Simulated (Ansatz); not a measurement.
HfN: moving Hf off its site

HfN, F-43m, a = 4.910 Å (as given, not relaxed at this level: -5.0 GPa). This isn't the usual stable structure of the compound. Ansatz: PBEsol, PAW, 420 eV, Γ-centred 16×16×16 mesh on 2 atoms, Gaussian smearing 0.15 eV; no spin polarisation.

```
Hf N
1.0
     0.00000    2.45482    2.45482
     2.45482    0.00000    2.45482
     2.45482    2.45482    0.00000
Hf N
1 1
Cartesian
  0.0000 0.0000 0.0000
  3.6822 3.6822 3.6822
```

Atom 1 (Hf) moves by x along the unit vector (0.000, 0.000, 1.000), with its periodic images; all else is held. y is the free energy of the cell over the start, F the force along the path summed over the moved atoms. Symmetry makes y even in x.

```tsv
x (Å)	y (meV)	F (eV/Å)
-0.1000	57.15	1.15
-0.0500	?	?
0.0000	0.00	0.00
0.0125	0.91	-0.14
0.0250	3.62	-0.29
0.0375	8.10	-0.43
0.0625	22.35	-0.71
0.0750	32.14	-0.85
0.0875	43.73	-1.00
```

Problem. Fit y = c2 x² + c4 x⁴ to the energies of the other rows, give the force constant, and predict energy and force of the missing row.

Solution. Least squares on the rows shown. y = 5724.2 x² − 1142.5 x⁴. The force constant is 2 c2 = 11.4 eV/Å², for the cell as given, at -5.0 GPa (for all images moving together, not for a lone atom). With two atoms in a cubic cell this is the optical mode at Γ (in a metal it hangs on mesh and smearing): ω = 521.5 √(2 c2/μ) = 490 cm⁻¹ for μ = 12.99 u. The force −dy/dx at the missing row is 0.57 eV/Å (computed 0.57). At x = -0.0500 the fit asked for gives 14.30 meV. The run gave 14.35 meV, so the fit is 0.05 meV too low, within twice the rms miss on the fitted rows (0.03 meV).

The cell has an odd number of electrons and ran without spin polarisation, so a magnetic or disproportionated state may lie lower. Spin–orbit coupling is left out, which can shift energies with elements as heavy as these.